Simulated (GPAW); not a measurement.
Write an ASE script for GPAW 26.7.0 that does the following.

```
Task                : relaxation of cell and atoms
Functional          : PBEsol
Potentials or basis : PAW data sets generated in the run's folder for this functional
Cutoff              : 600 eV
Basis               : pw
k mesh              : 9 × 9 × 5
Occupations         : fermi-dirac, width 0.05 eV
Spin                : no spin polarisation
Target pressure     : 10 GPa
Maxiter             : 150
Optimizer           : BFGS
Fmax                : 0.02 eV/Å
Max steps           : 60
Target pressure     : 10 GPa
Convergence         : density=1e-05 forces=0.0001
```

Ge:

```
Ge
1.0
     1.48805   -2.59469    0.00000
     1.48805    2.59469    0.00000
     0.00000    0.00000    4.72760
Ge
2
Direct
  0.33345 0.66655 0.25000
  0.66655 0.33345 0.75000
```

This isn't the form of Ge at room conditions, which is diamond.

One way to write it, as run:

run.py

```python
from ase import Atoms
from ase.filters import FrechetCellFilter
from ase.io import write
from ase.optimize import BFGS
from ase.units import GPa
from gpaw import GPAW, PW, setup_paths

setup_paths.insert(0, '.')

atoms = Atoms(['Ge', 'Ge'],
              cell=[[1.488052925, -2.59468961, 0.0],
                    [1.488052925, 2.59468961, 0.0],
                    [0.0, 0.0, 4.72759579]],
              scaled_positions=[[0.33344663, 0.66655337, 0.25],
                                [0.66655337, 0.33344663, 0.75]],
              pbc=True)

calc = GPAW(mode=PW(600),
            xc='PBEsol',
            kpts={'size': (9, 9, 5), 'gamma': True},
            occupations={'name': 'fermi-dirac', 'width': 0.05},
            nbands=11,
            convergence={'density': 1e-05, 'forces': 0.0001},
            maxiter=150,
            txt='gpaw.txt')
atoms.calc = calc
opt = BFGS(FrechetCellFilter(atoms, scalar_pressure=10 * GPa), trajectory='relax.traj', logfile='-')
done = opt.run(fmax=0.02, steps=60)
calc.write('gs.gpw')
write('result.traj', atoms)
print('Converged:', done)
print('Cell:', atoms.cell.cellpar().round(4))
print('Volume:', round(atoms.get_volume(), 4))
print(atoms.get_scaled_positions().round(5))
```

Potentials or basis: PAW data sets generated in the run's folder for this functional, pw.

Command:

```sh
$ gpaw-setup -f PBEsol Ge
$ OMP_NUM_THREADS=1 python run.py
```

It gave:

```
Relaxed volume                                         : 16.36 Å³/atom
Relaxed cell                                           : a = 2.874 Å, b = 2.874 Å, c = 4.576 Å, α = 90.00°, β = 90.00°, γ = 120.02°
Space group after relaxing (to 0.05 Å)                 : P6_3/mmc (No. 194)
Energy change on relaxing (the enthalpy is what falls) : +49.1 meV/atom
Ionic steps                                            : 7
Pressure after relaxing                                : 10.1 GPa
Band gap on the k mesh                                 : none (metal or under the smearing width)
```

Caveat: later steps reuse the first step's grids.

It took 57 s on 1 thread of AMD EPYC 9R45 96-Core Processor (Zen 5), with other jobs on the host, peak memory 0.27 GiB.
